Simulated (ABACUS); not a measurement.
**MoS2 under changes of volume**

One of the cells (17.750 Å³/atom); the others are scaled copies at fixed shape and fractional positions:

```
CELL_PARAMETERS angstrom
1.58550 0.91539 6.11500
-1.58550 0.91539 6.11500
0.00000 -1.83078 6.11500
ATOMIC_POSITIONS crystal
Mo 0.00000 0.00000 0.00000
S 0.25000 0.25000 0.25000
S 0.75000 0.75000 0.75000
```

Measurements of this composition are mostly on another form, of space group No. 194.

| Item | Value |
| --- | --- |
| Program | ABACUS 3.10.1 |
| Functional | PBE |
| Potentials or basis | PseudoDojo NC SR 0.4.1 PBE standard |
| Cutoff | 1102 eV |
| Density cutoff | 4408 eV |
| Basis | plane waves |
| k mesh | 10 × 10 × 10 |
| Occupations | fermi-dirac, width 0.05 eV |
| Spin | no spin polarisation |

```tsv
volume (Å³/atom)	energy over the lowest point (meV/atom)	pressure (GPa)	largest force (eV/Å)
16.685	113.10	19.7	2.234
17.040	74.35	15.4	1.798
17.395	44.65	11.5	1.393
17.750	23.13	8.0	1.016
18.105	?	?	?
18.460	1.49	2.0	0.344
18.815	0.00	-0.6	0.043
```

Q: What does the run at 18.105 Å³/atom give?

A: Energy over the lowest point 8.98 meV/atom; pressure 4.8 GPa; largest force 0.667 eV/Å.

Worked out: A Birch-Murnaghan fit of order 3 (a polynomial in V^(-2/3)) to the other rows has its minimum at 18.73 Å³/atom with B0 = V·E''(V) = 132 GPa and B' = 4.3 at fixed shape and positions, which overstates the stiffness. It gives 8.98 meV/atom at 18.105 Å³/atom, against the run's 8.98, and -dE/dV = 4.8 GPa, against 4.8.

Energies are extrapolated to zero smearing.

Caveats: the cell's inner coordinates are idealised or old, which leaves forces on the atoms.
